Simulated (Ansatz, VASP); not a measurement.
Given: the input of a run of Ansatz 0.2.0 on RbBr.

File input.yaml:

```yaml
crystal:
  lattice:
    - [0.0, 3.4720972769, 3.4720972769]
    - [3.4720972769, 0.0, 3.4720972769]
    - [3.4720972769, 3.4720972769, 0.0]
  atoms:
    - { symbol: Rb, position: [0.0, 0.0, 0.0] }
    - { symbol: Br, position: [0.5, 0.5, 0.5] }
kpoints:
  mp_grid: { grid: [7, 7, 7] }
scf:
  occupations: { method: fermi_dirac, width: 0.05 }
hamiltonian:
  xc: pbesol
  pseudopotentials: { kind: all_electron, lapw: { basis_error: 0.0005 } }
output:
  forces: true
  stress: true
  eigenvalues: true
```

Potentials or basis: all-electron LAPW, scalar-relativistic.

Launch:

```console
$ ansatz run input.yaml --threads 1 --pin off --max-ram 3072MiB --backend cpu --events-out ev --progress --plain --runs-dir out
```

Problem. Translate it to VASP 6.6.1. Potentials there: VASP PAW PBE potentials, release 64 (Rb_sv, Br).

Solution. As run (the cutoff follows the program's own potentials):

File INCAR:

```
SYSTEM = RbBr
ALGO = Normal
EDIFF = 1E-6
ENCUT = 520
GGA = PS
ISIF = 2
ISMEAR = -1
LASPH = .TRUE.
LCHARG = .FALSE.
LREAL = .FALSE.
LWAVE = .FALSE.
NBANDS = 15
NELM = 60
PREC = Accurate
SIGMA = 0.05
```

The input KPOINTS:

```
k-points
0
G
  7 7 7
  0 0 0
```

The input POSCAR:

```
RbBr
1.0
    0.0000000000      3.4720972769      3.4720972769
    3.4720972769      0.0000000000      3.4720972769
    3.4720972769      3.4720972769      0.0000000000
Rb Br
1 1
Direct
    0.0000000000      0.0000000000      0.0000000000
    0.5000000000      0.5000000000      0.5000000000
```

Potentials or basis: VASP PAW PBE potentials, release 64 (Rb_sv, Br).

Run with:

```sh
$ cat potpaw_PBE.64/Rb_sv/POTCAR potpaw_PBE.64/Br/POTCAR > POTCAR
$ mpirun -np 1 vasp_std > vasp.out
```

Both were run:

|  | VASP | Ansatz | Ansatz less VASP |
| --- | --- | --- | --- |
| gap on the k mesh at the Fermi level (eV) | 4.13 | 4.13 | +0.003 |
| least direct gap on the mesh (eV) | 4.13 | 4.13 | +0.003 |
| pressure (GPa) | -0.5 | -0.5 | -0.03 |

Ansatz ran all-electron here, so the differences hold the error of VASP's frozen core and of both bases.

Caveats: an odd mesh through Γ misses points on the zone boundary, where band edges often lie; the PAW data sets were made with another functional, which shifts forces and pressure a little (VASP).
